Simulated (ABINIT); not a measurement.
# AlRu (Pm-3m) in ABINIT: relaxation of cell and atoms with PBEsol

Aim: the relaxation of cell and atoms of AlRu with PBEsol.

Everything below comes from runs of ABINIT 10.8.3 (patched build). Logs are shortened: lines on timing, memory, paths and dates and some standing lists are left out, and cuts for length are marked. The log counts tension as positive stress, the text compression.

## Step 1: The crystal as given

Symmetry: Pm-3m, No. 221, cubic system. The conventional cell has a = 2.992 Å, b = 2.992 Å, c = 2.992 Å, α = 90.00°, β = 90.00°, γ = 90.00°. Ru (site symmetry m-3m) is surrounded by 8 Al at 2.59 Å. Around Al (site symmetry m-3m) lie 8 Ru at 2.59 Å.

## Step 2: Relaxation of cell and atoms, PBEsol

File run.abi:

```
# Pseudopotentials
pp_dirpath "./"
pseudos "Ru.GGA_PBE-JTH.xml, Al.GGA_PBE-JTH.xml"

# Structure
acell 3*1.0 Angstrom
rprim
     2.9916000000     0.0000000000     0.0000000000
     0.0000000000     2.9916000000     0.0000000000
     0.0000000000     0.0000000000     2.9916000000
ntypat 2
znucl 44 13
natom 2
typat 1 2
xcart
     1.4958000000     1.4958000000     1.4958000000
     0.0000000000     0.0000000000     0.0000000000 Angstrom
chkprim 0
chksymtnons 0
tolsym 1.0e-6

# Plane-wave basis
ecut 15.0
pawecutdg 30.0
pawxcdev 0

# k points
kptopt 1
ngkpt 9 9 9
nshiftk 1
shiftk 0.0 0.0 0.0

# Exchange and correlation
ixc -116133

# Bands and occupations
nband 14
occopt 3
tsmear 0.05 eV

# SCF cycle
nstep 100
tolvrs 1.0e-9

# Output
iomode 3
prtwf 0
prtden 0
prteig 0
prtebands 0

# Relaxation
ionmov 22
ntime 60
tolmxf 0.0001
optcell 2
dilatmx 1.08
ecutsm 0.5
```

Potentials or basis: JTH PAW PBE v2.0.

Run with:

```sh
> abinit run.abi > log 2>&1
```

run.abo:

```text
.Version 10.8.3 of ABINIT
 Symmetries : space group Pm -3 m (#221); Bravais cP (primitive cubic)
================================================================================
 Values of the parameters that define the memory need of the present run
     intxc =       0    ionmov =      22      iscf =      17    lmnmax =      18
     lnmax =       6     mgfft =      24  mpssoang =       3    mqgrid =    3001
     natom =       2  nloc_mem =       2    nspden =       1   nspinor =       1
    nsppol =       1      nsym =      48    n1xccc =       1    ntypat =       2
    occopt =       3   xclevel =       2
       mpw =         651          nfft =       13824          nkpt =          35
 PAW method is used; the additional fine FFT grid is defined by:
   mgfftf=        32    nfftf =     32768
================================================================================
================================================================================

--------------------------------------------------------------------------------
------------- Echo of variables that govern the present computation ------------
--------------------------------------------------------------------------------
 -outvars: echo values of preprocessed input variables --------
            acell      1.8897261259E+00  1.8897261259E+00  1.8897261259E+00 Bohr
              amu      1.01070000E+02  2.69815390E+01
          chkprim           0
      chksymtnons           0
          dilatmx      1.08000000E+00
             ecut      1.50000000E+01 Hartree
           ecutsm      5.00000000E-01 Hartree
           ionmov          22
              ixc     -116133
         kptrlatt        9    0    0      0    9    0      0    0    9
          kptrlen      5.08797421E+01
            natom           2
            nband          14
            ngfft          24      24      24
          ngfftdg          32      32      32
             nkpt          35
            nstep         100
             nsym          48
            ntime          60
           ntypat           2
           occopt           3
          optcell           2
        pawecutdg      3.00000000E+01 Hartree
         pawxcdev           0
           prtden           0
        prtebands           0
           prteig           0
            prtwf           0
            rprim      2.9916000000E+00  0.0000000000E+00  0.0000000000E+00
                       0.0000000000E+00  2.9916000000E+00  0.0000000000E+00
                       0.0000000000E+00  0.0000000000E+00  2.9916000000E+00
          spgroup         221
           tolmxf      1.00000000E-04
           tolsym      1.00000000E-06
           tolvrs      1.00000000E-09
           tsmear      1.83746611E-03 Hartree
            typat      1  2
           useylm           1
           xangst      1.4958000000E+00  1.4958000000E+00  1.4958000000E+00
                       0.0000000000E+00  0.0000000000E+00  0.0000000000E+00
            xcart      2.8266523391E+00  2.8266523391E+00  2.8266523391E+00
                       0.0000000000E+00  0.0000000000E+00  0.0000000000E+00
             xred      5.0000000000E-01  5.0000000000E-01  5.0000000000E-01
                       0.0000000000E+00  0.0000000000E+00  0.0000000000E+00
            znucl       44.00000   13.00000

================================================================================

 chkinp: Checking input parameters for consistency.

================================================================================
== DATASET  1 ==================================================================

--- !DatasetInfo
iteration_state: {dtset: 1, }
dimensions: {natom: 2, nkpt: 35, mband: 14, nsppol: 1, nspinor: 1, nspden: 1, mpw: 651, }
cutoff_energies: {ecut:  15.0, pawecutdg:  30.0, }
electrons: {nelect:   1.90000000E+01, charge:   0.00000000E+00, occopt:   3.00000000E+00, tsmear:   1.83746611E-03, }
meta: {optdriver: 0, ionmov: 22, optcell: 2, iscf: 17, paral_kgb: 0, }
...

 Real(R)+Recip(G) space primitive vectors, cartesian coordinates (Bohr,Bohr^-1):
 R(1)=  5.6533047  0.0000000  0.0000000  G(1)=  0.1768877  0.0000000  0.0000000
 R(2)=  0.0000000  5.6533047  0.0000000  G(2)=  0.0000000  0.1768877  0.0000000
 R(3)=  0.0000000  0.0000000  5.6533047  G(3)=  0.0000000  0.0000000  0.1768877
 Unit cell volume ucvol=  1.8067879E+02 bohr^3
 Angles (23,13,12)=  9.00000000E+01  9.00000000E+01  9.00000000E+01 degrees

 Coarse grid specifications (used for wave-functions):

 getcut: wavevector=  0.0000  0.0000  0.0000  ngfft=  24  24  24
         ecut(hartree)=     17.496   => boxcut(ratio)=   2.25463

 getcut : COMMENT -
  Note that boxcut > 2.2 ; recall that boxcut=Gcut(box)/Gcut(sphere) = 2
  is sufficient for exact treatment of convolution.
  Such a large boxcut is a waste : you could raise ecut
  e.g. ecut=   22.234505 Hartrees makes boxcut=2

 Fine grid specifications (used for densities):

 getcut: wavevector=  0.0000  0.0000  0.0000  ngfft=  32  32  32
         ecut(hartree)=     34.992   => boxcut(ratio)=   2.12568

--- Pseudopotential description ------------------------------------------------
- pspini: atom type   1  psp file is ./Ru.GGA_PBE-JTH.xml
 Pseudopotential format is: paw10
 basis_size (lnmax)=  6 (lmn_size= 18), orbitals=   0   0   1   1   2   2
 Spheres core radius: rc_sph= 2.21046734
 Shapefunction is SIN type: shapef(r)=[sin(pi*r/rshp)/(pi*r/rshp)]**2
 Radius for shape functions =  2.00219127
 Compensation charge density is not taken into account in XC energy/potential

- pspini: atom type   2  psp file is ./Al.GGA_PBE-JTH.xml
 Pseudopotential format is: paw10
 basis_size (lnmax)=  4 (lmn_size=  8), orbitals=   0   0   1   1
 Spheres core radius: rc_sph= 1.90363307
 Shapefunction is SIN type: shapef(r)=[sin(pi*r/rshp)/(pi*r/rshp)]**2
 Radius for shape functions =  1.60786206
 Compensation charge density is not taken into account in XC energy/potential

   5.41631647E+02                                ecore*ucvol(ha*bohr**3)
--------------------------------------------------------------------------------

================================================================================

=== [ionmov=22] Limited-memory Broyden-Fletcher-Goldfarb-Shanno method
================================================================================

--- Iteration: ( 1/60) Internal Cycle: (1/1)
--------------------------------------------------------------------------------

---SELF-CONSISTENT-FIELD CONVERGENCE--------------------------------------------

--- !BeginCycle
iteration_state: {dtset: 1, itime: 1, icycle: 1, }
solver: {iscf: 17, nstep: 100, nline: 4, wfoptalg: 10, }
tolerances: {tolvrs: 1.00E-09, }
...

     iter   Etot(hartree)      deltaE(h)  residm     nres2
 ETOT  1  -97.222019336145    -9.722E+01 2.390E+00 6.677E+00
 ETOT  2  -97.846685203832    -6.247E-01 7.086E-02 2.503E+00
 ETOT  3  -97.835755170615     1.093E-02 4.712E-02 4.130E-01
 ETOT  4  -97.834854513822     9.007E-04 2.731E-02 5.246E-02
 ETOT  5  -97.834575238784     2.793E-04 3.138E-03 1.210E-03
 ETOT  6  -97.834571969879     3.269E-06 1.558E-03 1.239E-04
 ETOT  7  -97.834571640831     3.290E-07 8.014E-04 2.270E-06
 ETOT  8  -97.834571632430     8.401E-09 5.915E-04 3.454E-07
 ETOT  9  -97.834571631463     9.673E-10 5.791E-04 4.011E-09
 ETOT 10  -97.834571631499    -3.651E-11 2.497E-04 6.560E-11

 At SCF step   10       nres2   =  6.56E-11 < tolvrs=  1.00E-09 =>converged.

 Cartesian components of stress tensor (hartree/bohr^3)
  sigma(1 1)=  8.74483911E-05  sigma(3 2)=  0.00000000E+00
  sigma(2 2)=  8.74483911E-05  sigma(3 1)=  0.00000000E+00
  sigma(3 3)=  8.74483911E-05  sigma(2 1)=  0.00000000E+00
[... 324 lines left out ...]
  2.81530292021332E+00  2.81530292021332E+00  2.81530292021332E+00
  0.00000000000000E+00  0.00000000000000E+00  0.00000000000000E+00
 Reduced coordinates (xred)
  5.00000000000000E-01  5.00000000000000E-01  5.00000000000000E-01
  0.00000000000000E+00  0.00000000000000E+00  0.00000000000000E+00
 Cartesian forces (fcart) [Ha/bohr]; max,rms= 0.00000E+00 0.00000E+00 (free atoms)
 -0.00000000000000E+00 -0.00000000000000E+00 -0.00000000000000E+00
 -0.00000000000000E+00 -0.00000000000000E+00 -0.00000000000000E+00
 Gradient of E wrt nuclear positions in reduced coordinates (gred)
  0.00000000000000E+00  0.00000000000000E+00  0.00000000000000E+00
  0.00000000000000E+00  0.00000000000000E+00  0.00000000000000E+00
 Scale of Primitive Cell (acell) [bohr]
  5.63060584042664E+00  5.63060584042664E+00  5.63060584042664E+00
 Real space primitive translations (rprimd) [bohr]
  5.63060584042664E+00  0.00000000000000E+00  0.00000000000000E+00
  0.00000000000000E+00  5.63060584042664E+00  0.00000000000000E+00
  0.00000000000000E+00  0.00000000000000E+00  5.63060584042664E+00
 Unitary Cell Volume (ucvol) [Bohr^3]=  1.78511162989830E+02
 Angles (23,13,12)= [degrees]
  9.00000000000000E+01  9.00000000000000E+01  9.00000000000000E+01
 Lengths [Bohr]
  5.63060584042664E+00  5.63060584042664E+00  5.63060584042664E+00
 Stress tensor in cartesian coordinates (strten) [Ha/bohr^3]
  2.77655081357131E-08  0.00000000000000E+00  0.00000000000000E+00
  0.00000000000000E+00  2.77655081426520E-08  0.00000000000000E+00
  0.00000000000000E+00  0.00000000000000E+00  2.77655081565298E-08
 Total energy (etotal) [Ha]= -9.78346678746909E+01

 Difference of energy with previous step (new-old):
           Absolute (Ha)=-1.23486E-08
           Relative     =-1.26219E-10

 At Broyd/MD step   4, gradients are converged :
  max grad (force/stress) = 2.7766E-06 < tolmxf= 1.0000E-04 ha/bohr (free atoms)

================================================================================

 ----iterations are completed or convergence reached----

 Mean square residual over all n,k,spin=   20.191E-09; max=  88.355E-07
 reduced coordinates (array xred) for    2 atoms
       0.500000000000      0.500000000000      0.500000000000
       0.000000000000      0.000000000000      0.000000000000
 rms dE/dt=  0.0000E+00; max dE/dt=  0.0000E+00; dE/dt below (all hartree)
    1       0.000000000000      0.000000000000      0.000000000000
    2       0.000000000000      0.000000000000      0.000000000000

 cartesian coordinates (angstrom) at end:
    1      1.48979414615486     1.48979414615486     1.48979414615486
    2      0.00000000000000     0.00000000000000     0.00000000000000

 cartesian forces (hartree/bohr) at end:
    1     -0.00000000000000    -0.00000000000000    -0.00000000000000
    2     -0.00000000000000    -0.00000000000000    -0.00000000000000
 frms,max,avg= 0.0000000E+00 0.0000000E+00   0.000E+00  0.000E+00  0.000E+00 h/b

 cartesian forces (eV/Angstrom) at end:
    1     -0.00000000000000    -0.00000000000000    -0.00000000000000
    2     -0.00000000000000    -0.00000000000000    -0.00000000000000
 frms,max,avg= 0.0000000E+00 0.0000000E+00   0.000E+00  0.000E+00  0.000E+00 e/A
 length scales=  5.630605840427  5.630605840427  5.630605840427 bohr
              =  2.979588292310  2.979588292310  2.979588292310 angstroms
 Fermi (or HOMO) energy (hartree) =   0.44202   Average Vxc (hartree)=  -0.44326
 Eigenvalues (hartree) for nkpt=  35  k points:
 kpt#   1, nband= 14, wtk=  0.00137, kpt=  0.0000  0.0000  0.0000 (reduced coord)
  -2.19269   -1.08921   -1.08921   -1.08921    0.08588    0.30990    0.30990    0.45106
   0.45106    0.45106    0.67053    0.67053    0.67053    0.85162
      occupation numbers for kpt#   1
   2.00000    2.00000    2.00000    2.00000    2.00000    2.00000    2.00000    0.01449
   0.01449    0.01449    0.00000    0.00000    0.00000    0.00000
 prteigrs : prtvol=0 or 1, do not print more k-points.

--- !EnergyTerms
iteration_state     : {dtset: 1, itime: 4, icycle: 1, }
comment             : Components of total free energy in Hartree
kinetic             :  1.26634773169493E+01
hartree             :  2.21386856926237E+01
xc                  : -5.03061839805847E+00
Ewald energy        : -7.36039521035149E+01
psp_core            :  3.03416121531501E+00
local_psp           : -6.41514422045603E+01
PAW spherical_terms :  7.11560044001422E+00
internal            : -9.78340880412316E+01
'-kT*entropy'       : -5.44921774468680E-04
total_energy        : -9.78346329630060E+01
total_energy_eV     : -2.66221598579014E+03
...

--- !EnergyTermsDC
iteration_state     : {dtset: 1, itime: 4, icycle: 1, }
comment             : '"Double-counting" decomposition of free energy'
band_energy         : -7.22440710719864E+00
Ewald energy        : -7.36039521035149E+01
psp_core            :  3.03416121531501E+00
xc_dc               : -2.08833235700502E+01
PAW spherical_terms :  8.43398612532362E-01
internal            : -9.78341229529164E+01
'-kT*entropy'       : -5.44921774468680E-04
total_energy_dc     : -9.78346678746909E+01
total_energy_dc_eV  : -2.66221693578548E+03
...

--- !EnergyTermsWithPAWCore
iteration_state     : {dtset: 1, itime: 4, icycle: 1, }
comment             : 'Components of total free energy, including PAW core contributions'
Total energy        : -4.77120314883682E+03
Total energy DC     : -4.77120318374851E+03
Total energy (eV)   : -1.29831051741040E+05
Total energy DC (eV): -1.29831052691035E+05
...

 Cartesian components of stress tensor (hartree/bohr^3)
  sigma(1 1)=  2.77655081E-08  sigma(3 2)=  0.00000000E+00
  sigma(2 2)=  2.77655081E-08  sigma(3 1)=  0.00000000E+00
  sigma(3 3)=  2.77655082E-08  sigma(2 1)=  0.00000000E+00

-Cartesian components of stress tensor (GPa)         [Pressure= -8.1689E-04 GPa]
- sigma(1 1)=  8.16889452E-04  sigma(3 2)=  0.00000000E+00
- sigma(2 2)=  8.16889453E-04  sigma(3 1)=  0.00000000E+00
- sigma(3 3)=  8.16889453E-04  sigma(2 1)=  0.00000000E+00

== END DATASET(S) ==============================================================
================================================================================

 -outvars: echo values of variables after computation  --------
            acell      5.6306058404E+00  5.6306058404E+00  5.6306058404E+00 Bohr
           etotal     -9.7834667875E+01
            fcart     -0.0000000000E+00 -0.0000000000E+00 -0.0000000000E+00
                      -0.0000000000E+00 -0.0000000000E+00 -0.0000000000E+00
           strten      2.7765508136E-08  2.7765508143E-08  2.7765508157E-08
                       0.0000000000E+00  0.0000000000E+00  0.0000000000E+00
           xangst      1.4897941462E+00  1.4897941462E+00  1.4897941462E+00
                       0.0000000000E+00  0.0000000000E+00  0.0000000000E+00
             xred      5.0000000000E-01  5.0000000000E-01  5.0000000000E-01
                       0.0000000000E+00  0.0000000000E+00  0.0000000000E+00
 Calculation completed.
```

Wall time 44 s (1 thread of AMD EPYC 7R43 (Zen 3), shared host); peak memory 0.1 GiB.

What came out:

- Free energy: -2662.2169 eV
- Relaxed volume: 13.23 Å³/atom
- Relaxed cell: a = 2.980 Å, b = 2.980 Å, c = 2.980 Å, α = 90.00°, β = 90.00°, γ = 90.00°
- Space group after relaxing (to 0.05 Å): Pm-3m (No. 221)
- Energy gained by relaxing: 1.3 meV/atom
- Ionic steps: 4
- Pressure after relaxing: 0.0 GPa
- Band gap on the k mesh: none (metal or under the smearing width)
- Valence electrons inside the program's atomic spheres: Ru 13.81; Al 0.84

Step by step:
```csv
step,energy change (eV),largest force (eV/Å),pressure (GPa),volume (Å³)
1,0.0000,0.0000,-2.57,26.77
2,-0.0023,0.0000,-0.92,26.56
3,-0.0026,0.0000,0.03,26.45
4,-0.0026,0.0000,0.00,26.45
```

Final structure:
```cif
data_structure
_symmetry_space_group_name_H-M 'P 1'
_symmetry_Int_Tables_number 1
_cell_length_a 2.9796
_cell_length_b 2.9796
_cell_length_c 2.9796
_cell_angle_alpha 90.000
_cell_angle_beta 90.000
_cell_angle_gamma 90.000
_cell_volume 26.45
loop_
_atom_site_label
_atom_site_type_symbol
_atom_site_fract_x
_atom_site_fract_y
_atom_site_fract_z
_atom_site_occupancy
Ru1 Ru 0.50000 0.50000 0.50000 1
Al1 Al 0.00000 0.00000 0.00000 1
```

Caveat: the PAW data sets were made with another functional, which shifts forces and pressure a little.
